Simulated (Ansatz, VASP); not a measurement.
# One calculation of TePt, two programs

File INCAR:

```
ALGO = Normal
EDIFF = 1E-7
ENCUT = 520
ISIF = 2
ISMEAR = -1
LASPH = True
LCHARG = True
LELF = True
LREAL = False
LVHAR = True
LWAVE = False
NBANDS = 15
NELM = 100
PREC = Accurate
SIGMA = 0.05
```

Contents of KPOINTS:

```
k-points
0
Gamma
  11 11 11
```

Contents of POSCAR:

```
TePt
1.0
    0.0000000000      2.4625165171      2.4625165171
    2.4625165171      0.0000000000      2.4625165171
    2.4625165171      2.4625165171      0.0000000000
Pt Te
1 1
Direct
    0.0000000000      0.0000000000      0.0000000000
    0.2500000000      0.2500000000      0.2500000000
```

Input for Ansatz:

```yaml
crystal:
  lattice:
    - [0.0, 2.4625165171, 2.4625165171]
    - [2.4625165171, 0.0, 2.4625165171]
    - [2.4625165171, 2.4625165171, 0.0]
  atoms:
    - { symbol: Pt, position: [0.0, 0.0, 0.0] }
    - { symbol: Te, position: [0.25, 0.25, 0.25] }
kpoints:
  mp_grid: { grid: [11, 11, 11] }
  band_path:
    path:
      - [0.0, 0.0, 0.0]
      - [-0.5, -0.5, 0.0]
      - [-0.375, -0.375, 0.25]
      - [-0.375, 0.0, 0.375]
      - [0.0, 0.0, 0.0]
      - [0.0, 0.0, 0.5]
      - [-0.5, -0.25, 0.25]
      - [-0.5, -0.5, 0.0]
    npoints: 8
scf:
  occupations: { method: fermi_dirac, width: 0.05 }
hamiltonian:
  xc: lda
  pseudopotentials: { kind: all_electron, lapw: { basis_error: 0.001 } }
output:
  forces: true
  stress: true
  eigenvalues: true
  populations: true
  dos: { projected: true, de: 0.2, e_range: [-14, 8] }
```

Change from the starting cell: volume scaled by 0.58, LAPW.

Alike in both runs: task single point; functional LDA; k mesh 11 × 11 × 11; occupations fermi-dirac, width 0.05 eV; no spin polarisation.

```csv
,VASP,Ansatz
version,VASP 6.6.1,Ansatz 0.2.0
potentials or method,"VASP PAW LDA potentials, release 64 (Pt, Te)","all-electron LAPW, scalar-relativistic"
plane-wave cutoff (eV),520,see its input
```

VASP gave:

- pressure (GPa): 220.4

Estimate Ansatz's values.

pressure (GPa): 221.8.

Ansatz ran all-electron here, so the differences hold the error of VASP's frozen core and of both bases.

Caveats: the cell as given lies far from equilibrium; so large a pressure means that the cell lies far from this level's equilibrium, or that cutoff or potentials fall short (VASP). Spin-orbit coupling is left out, which matters for the levels of Pt, Te.
